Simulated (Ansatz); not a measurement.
# Ba (Im-3m), an elastic constant from a strain scan

Level of theory: DFT PBE, scalar-relativistic, plane waves, PAW (Ansatz). The runs took a 420 eV cutoff, a Γ-centred 18×18×18 mesh and Gaussian smearing (0.15 eV). No spin polarisation. Energies are free energies at this smearing, counted from the undisturbed cell; pressure is positive in compression.

Zero of the scan (relaxed at this level):

```
Ba
1.0
    -2.51009    2.51009    2.51009
     2.51009   -2.51009    2.51009
     2.51009    2.51009   -2.51009
Ba
1
Cartesian
  0.0000 0.0000 0.0000
```

The cell is strained by ε times the Voigt pattern (0, 0, 0, 0, 0, 1) (xx, yy, zz, yz, xz, xy; engineering shear) with fractional coordinates fixed. The cell holds 1 atom in V0 = 63.26 Å³. The stress column is τ = (1/V0) dE/dε, got from the stress tensor σ (compression positive) at each point as −det(1 + εP) σ : P(1 + εP)⁻¹, with P the pattern as a tensor.

```
      ε  ΔE (meV/atom)  τ (GPa)
-0.0175          0.628   -0.182
-0.0150          0.462   -0.156
-0.0125          0.321   -0.130
-0.0100          0.205   -0.104
-0.0075          0.115   -0.078
-0.0050          0.051   -0.052
-0.0025          0.013   -0.026
 0.0000          0.000    0.000
 0.0025          0.013    0.026
 0.0050          0.051    0.052
 0.0075          0.115    0.078
 0.0100          0.205    0.104
 0.0125          0.321    0.130
 0.0150          0.462    0.156
 0.0175          0.628    0.182
 0.0200              ?        ?
```

Problem. Which combination of elastic constants does this scan measure, and how large is it?

Solution. For small ε, τ = τ0 + Kε with K = pᵀCp, which for this pattern is C44 in the cubic axes. The parabola through τ at ε = -0.0025, 0 and 0.0025 has slope K = 10.4 GPa at zero. The energies per cell, E = NΔE, of the wider pair ε = ±0.0175 give K = 2[E(ε₊)/ε₊ − E(ε₋)/ε₋]/[(ε₊ − ε₋)V0] = 10.4 GPa, in agreement.

Problem. Predict the withheld row at ε = 0.0200 from the harmonic law, and compare.

Solution. ΔE = V0(τ0 ε + Kε²/2)/N = 0.821 meV/atom and τ = 0.21 GPa. The calculation gives 0.821 meV/atom and 0.21 GPa, a miss of 0.01 meV/atom at most, so the harmonic law still holds here.

In a metal these slopes depend on the k mesh and the smearing.